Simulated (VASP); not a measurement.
# ZnO in VASP: one cell, several levels of theory, part 2 of 2

The system is ZnO (rocksalt), a generated structure that needn't be the ground state.

VASP 6.6.1, plane waves, PAW.

## (3) r2SCAN

INCAR reads:

```
ENCUT = 520.000000
SIGMA = 0.010000
EDIFF = 1.00e-07
ALGO = Normal
METAGGA = R2SCAN
PREC = Accurate
IBRION = -1
ISIF = 2
ISMEAR = 0
NBANDS = 16
NELM = 120
NSW = 0
LASPH = .TRUE.
LCHARG = .TRUE.
LELF = .TRUE.
LWAVE = .FALSE.
LREAL = .FALSE.
```

KPOINTS reads:

```
KPOINTS created by Atomic Simulation Environment
0
Gamma
10 10 10
0 0 0
```

KPOINTS_OPT reads:

```
special points
6
Reciprocal
0.0000000000 0.0000000000 0.0000000000 1
0.5000000000 0.0000000000 0.5000000000 1
0.6250000000 0.2500000000 0.6250000000 1
0.3750000000 0.3750000000 0.7500000000 1
0.5000000000 0.5000000000 0.5000000000 1
0.5000000000 0.2500000000 0.7500000000 1
```

POSCAR reads:

```
Zn O
 1.0000000000000000
     0.0000000000000000    2.0697572748000002    2.0697572748000002
     2.0697572748000002    0.0000000000000000    2.0697572748000002
     2.0697572748000002    2.0697572748000002    0.0000000000000000
 Zn  O
   1   1
Cartesian
  0.0000000000000000  0.0000000000000000  0.0000000000000000
  2.0697572748000006  2.0697572748000006  2.0697572748000006
```

Run with:

```console
mpirun -np 1 vasp_std
```

Printed to the terminal (iteration lines stand in OSZICAR):

```text
POSCAR found type information on POSCAR ZnO
 POSCAR found :  2 types and       2 ions
 -----------------------------------------------------------------------------
|                                                                             |
|                                                                             |
|     You enforced a specific xc type in the INCAR file but a different       |
|     I HOPE YOU KNOW WHAT YOU ARE DOING!                                     |
|                                                                             |
 -----------------------------------------------------------------------------

 LDA part: xc-table for (None), standard interpolation
 POSCAR, INCAR and KPOINTS ok, starting setup
 FFT: planning ... GRIDC
 FFT: planning ... GRID_SOFT
 FFT: planning ... GRID
 WAVECAR not read
 entering main loop
 Start KPOINTS_OPT (optional k-point list driver)
k-point batch [1-6\6]
```

OSZICAR:

```text
N       E                     dE             d eps       ncg     rms          rms(c)
DAV:   1     0.751526346576E+02    0.75153E+02   -0.99505E+03  1648   0.183E+03
DAV:   2    -0.185138091424E+02   -0.93666E+02   -0.85519E+02  1680   0.305E+02
DAV:   3    -0.225146073064E+02   -0.40008E+01   -0.39886E+01  1752   0.625E+01
DAV:   4    -0.225307236502E+02   -0.16116E-01   -0.16116E-01  1816   0.397E+00
DAV:   5    -0.225307658748E+02   -0.42225E-04   -0.42225E-04  1808   0.196E-01    0.108E+01
DAV:   6    -0.177715393673E+02    0.47592E+01   -0.16988E+00  1936   0.494E+01    0.819E+00
DAV:   7    -0.178139144408E+02   -0.42375E-01   -0.10126E+00  1728   0.130E+01    0.400E+00
DAV:   8    -0.178258502859E+02   -0.11936E-01   -0.31371E-02  2032   0.277E+00    0.167E+00
DAV:   9    -0.178273557069E+02   -0.15054E-02   -0.87544E-03  1960   0.133E+00    0.134E-01
DAV:  10    -0.178273597504E+02   -0.40435E-05   -0.93345E-04  1896   0.729E-01    0.481E-02
DAV:  11    -0.178274854126E+02   -0.12566E-03   -0.43784E-04  1840   0.252E-01    0.509E-02
DAV:  12    -0.178274011060E+02    0.84307E-04   -0.95314E-05  1816   0.133E-01    0.838E-03
DAV:  13    -0.178273964882E+02    0.46178E-05   -0.77937E-06  1584   0.270E-02    0.137E-03
DAV:  14    -0.178273975092E+02   -0.10210E-05   -0.94617E-08  1520   0.446E-03    0.692E-04
DAV:  15    -0.178273966592E+02    0.85005E-06   -0.29798E-08   856   0.487E-03    0.368E-04
DAV:  16    -0.178273964994E+02    0.15981E-06   -0.36033E-09   896   0.750E-04    0.168E-04
DAV:  17    -0.178273963169E+02    0.18242E-06   -0.66193E-10   832   0.509E-04    0.341E-05
DAV:  18    -0.178273963282E+02   -0.11250E-07   -0.30738E-10   832   0.209E-04
   1 F= -.17827396E+02 E0= -.17827396E+02  d E =-.410154E-84
       N       E                     dE             ncg
DAV:   1     0.118558054991E+04   -0.41849E+04      208
DAV:   2     0.645651502501E+03   -0.53993E+03      200
DAV:   3     0.623763208126E+03   -0.21888E+02      224
DAV:   4     0.623686052131E+03   -0.77156E-01      264
DAV:   5     0.623685897586E+03   -0.15454E-03      216
DAV:   6     0.623685896990E+03   -0.59600E-06      256
DAV:   7     0.623685896988E+03   -0.28012E-08      176
```

Parts of OUTCAR:

```text
k-points           NKPTS =     47   k-points in BZ     NKDIM =     47   number of bands    NBANDS=     16

   NELECT =      18.0000    total number of electrons

   dimension x,y,z NGX =    24 NGY =   24 NGZ =   24
   dimension x,y,z NGXF=    48 NGYF=   48 NGZF=   48

  energy-cutoff  :      520.00
  volume of cell :       17.73
      direct lattice vectors                 reciprocal lattice vectors
     0.000000000  2.069757275  2.069757275    -0.241574220  0.241574220  0.241574220
     2.069757275  0.000000000  2.069757275     0.241574220 -0.241574220  0.241574220
     2.069757275  2.069757275  0.000000000     0.241574220  0.241574220 -0.241574220

 k-points in reciprocal lattice and weights: KPOINTS created by Atomic Simulation Env
   0.00000000  0.00000000  0.00000000       0.001
   0.10000000  0.00000000  0.00000000       0.008
   0.20000000  0.00000000  0.00000000       0.008
   0.30000000  0.00000000  0.00000000       0.008
   0.40000000  0.00000000  0.00000000       0.008
   0.50000000  0.00000000  0.00000000       0.004
   0.10000000  0.10000000  0.00000000       0.006
   0.20000000  0.10000000  0.00000000       0.024
[... 39 more k-points ...]

 E-fermi :   3.6213

 k-point     1 :       0.0000    0.0000    0.0000
  band No.  band energies     occupation
      1     -17.0662      2.00000
      2      -1.6246      2.00000
      3      -1.6245      2.00000
      4      -1.6245      2.00000
      5      -1.3973      2.00000
      6      -1.3973      2.00000
      7       1.6451      2.00000
      8       1.6451      2.00000
      9       1.6451      2.00000
     10       5.5048      0.00000
     11      22.8593      0.00000
     12      22.8593      0.00000
     13      22.8594      0.00000
     14      23.1250      0.00000
     15      25.6102      0.00000
     16      25.6104      0.00000

 k-point     2 :       0.1000    0.0000    0.0000
  band No.  band energies     occupation
      1     -16.9383      2.00000
      2      -1.7480      2.00000
      3      -1.6806      2.00000
      4      -1.6804      2.00000
      5      -1.5115      2.00000
      6      -1.5114      2.00000
      7       0.9212      2.00000
      8       1.8825      2.00000
      9       1.8825      2.00000
     10       6.3627      0.00000
     11      19.9678      0.00000
     12      22.4048      0.00000
     13      22.4049      0.00000
     14      24.3512      0.00000
     15      25.1812      0.00000
     16      25.1813      0.00000

 k-point     3 :       0.2000    0.0000    0.0000
  band No.  band energies     occupation
      1     -16.5843      2.00000
      2      -2.3436      2.00000
      3      -2.1051      2.00000
      4      -2.1050      2.00000
      5      -1.4273      2.00000
      6      -1.4272      2.00000
      7      -0.0112      2.00000
      8       2.4051      2.00000
      9       2.4051      2.00000
     10       7.8877      0.00000
     11      17.3040      0.00000
     12      20.8810      0.00000
     13      20.8813      0.00000
     14      24.3119      0.00000
     15      25.6970      0.00000
     16      25.6971      0.00000

 k-point     4 :       0.3000    0.0000    0.0000
  band No.  band energies     occupation
      1     -16.0988      2.00000
      2      -3.4714      2.00000
      3      -2.5523      2.00000
      4      -2.5522      2.00000
      5      -1.2820      2.00000
      6      -1.2819      2.00000
      7      -0.2966      2.00000
      8       2.9464      2.00000
      9       2.9464      2.00000
     10       9.1555      0.00000
     11      15.4311      0.00000
     12      19.2684      0.00000
     13      19.2687      0.00000
     14      24.3618      0.00000
     15      27.1999      0.00000
     16      27.2001      0.00000

 k-point     5 :       0.4000    0.0000    0.0000
  band No.  band energies     occupation
      1     -15.6538      2.00000
      2      -4.4735      2.00000
      3      -2.8613      2.00000
      4      -2.8613      2.00000
      5      -1.1599      2.00000
      6      -1.1598      2.00000
      7      -0.2817      2.00000
      8       3.3409      2.00000
      9       3.3409      2.00000
     10       9.7352      0.00000
     11      14.5751      0.00000
     12      18.1567      0.00000
     13      18.1570      0.00000
     14      24.6556      0.00000
     15      29.2188      0.00000
     16      29.2190      0.00000

[... the tables of k-points 6 to 47 left out ...]

  Total        2.6116744      2.6116744      2.6116744     -0.0000000      0.0000000     -0.0000000
  in kB      235.9616211    235.9616211    235.9616211     -0.0000000      0.0000000     -0.0000000
  external PRESSURE =     235.9616211 kB  Pullay stress =       0.0000000 kB

 POSITION                                       TOTAL-FORCE (eV/Angst)
 -----------------------------------------------------------------------------------
      0.00000      0.00000      0.00000        -0.000000     -0.000000     -0.000000
      2.06976      2.06976      2.06976         0.000000      0.000000      0.000000
 -----------------------------------------------------------------------------------
    total drift:                                0.000000     -0.000000     -0.000000

  FREE ENERGIE OF THE ION-ELECTRON SYSTEM (eV)
  ---------------------------------------------------
  free  energy   TOTEN  =       -17.8273963282 eV

  energy  without entropy=      -17.8273963282  energy(sigma->0) =      -17.82739633
```

Hardware: 1 MPI rank of Intel Xeon 6975P-C, shared host.

The levels at the points of KPOINTS_OPT are read from vasprun.xml.

Levels at the named points, in eV from the top of band v (v: the last filled band by count, c: the next):

| point | v−1 | v | c | c+1 |
| --- | --- | --- | --- | --- |
| Γ | -1.84 | -1.84 | 2.02 | 19.37 |
| X | -3.47 | -3.47 | 5.46 | 12.13 |
| U | -3.29 | -1.69 | 7.42 | 11.06 |
| K | -3.29 | -1.69 | 7.42 | 11.06 |
| L | 0.00 | 0.00 | 6.33 | 10.93 |
| W | -3.78 | -2.25 | 8.34 | 11.85 |

r2SCAN gives an indirect gap of 2.02 eV, from L to Γ; the least direct gap is 3.86 eV. Pressure: 23.60 GPa; the forces vanish within 0.01 eV/Å.

The maps below are laid out on this run's own conventional cell (a, b, c = 4.140, 4.140, 4.140 Å).

Density in a lattice plane of the grid's cell (edges 4.14 and 4.14 Å, at 0.000 of the third edge), which holds Zn and O.

Ten even steps from ' ' (0.16 e/Å³) to '@' (19.98 e/Å³):
```
%%##==::          ..::------::..          ::==##
==--::..            ....::....            ..::--
....                                          ..
                                                
                                                
                                                
                      ......                    
::....            ..::--==--::..            ....
----::..          ::==##%%##==::          ..::--
==--::..          ::++%%@@%%++::          ..::--
----::..          ::==##%%##==::          ..::--
::....            ..::--==--::..            ....
                      ......                    
                                                
                                                
                                                
....                                          ..
==--::..            ....::....            ..::--
%%##==::          ..::------::..          ::==##
@@%%++::          ..::--==--::..          ::++%%
```
Columns run along the first of these edges and rows up along the second, over one cell in 24 and 20 even steps from the bottom left corner. Atoms in the plane (fractional): Zn at (0.00, 0.00), Zn at (0.50, 0.50), O at (0.00, 0.50), O at (0.50, 0.00).

ELF in the same plane.

Ten even steps from ' ' (0.00) to '@' (0.81):
```
        ....::**@@@@@@##**##@@@@@@**::....      
      ......::++%%@@@@@@@@@@@@@@%%++::......    
..............==**%%@@@@@@@@@@%%**--............
..............::--++**######**++--::............
--::::::..........::::::--::::::..........::::::
####**++--::..........................::--++**##
@@@@@@%%**==..........................--**%%@@@@
@@@@@@@@%%++::......          ......::++%%@@@@@@
**##@@@@@@**::....              ....::**@@@@@@##
--++%%@@@@**--....              ....--**@@@@%%++
**##@@@@@@**::....              ....::**@@@@@@##
@@@@@@@@%%++::......          ......::++%%@@@@@@
@@@@@@%%**--..........................==**%%@@@@
####**++--::..........................::--++**##
--::::::..........::::::--::::::..........::::::
..............::--++**######**++--::............
..............--**%%@@@@@@@@@@%%**==............
      ......::++%%@@@@@@@@@@@@@@%%++::......    
        ....::**@@@@@@##**##@@@@@@**::....      
        ....--**@@@@%%++--++%%@@@@**--....      
```
Columns run along the first of these edges and rows up along the second, over one cell in 24 and 20 even steps from the bottom left corner. Atoms in the plane (fractional): Zn at (0.00, 0.00), Zn at (0.50, 0.50), O at (0.00, 0.50), O at (0.50, 0.00).

Both are smooth fields of the valence electrons: close to the nuclei they are not physical.

Maxima of ELF outside the ion cores: 0.82 in the shell around O, 0.6 Å from O.

## (4) What came out

What follows sums up all 2 parts.

| level | gap (eV) | pressure (GPa) | Ansatz: gap (eV) | Ansatz: pressure (GPa) |
| --- | --- | --- | --- | --- |
| PBE | 1.36 | 32.14 | 1.40 | 30.27 |
| r2SCAN | 2.02 | 23.60 | 2.04 | 21.55 |

**Reading.** The gap runs from 1.36 eV (PBE) to 2.02 eV (r2SCAN). At this one volume the pressure spans 23.6 GPa (r2SCAN) to 32.1 GPa (PBE): PBE wants the largest cell and r2SCAN the smallest. The two programs agree on the gap within 0.05 eV, far less than the spread between functionals. The two codes have different PAW datasets and cutoffs.
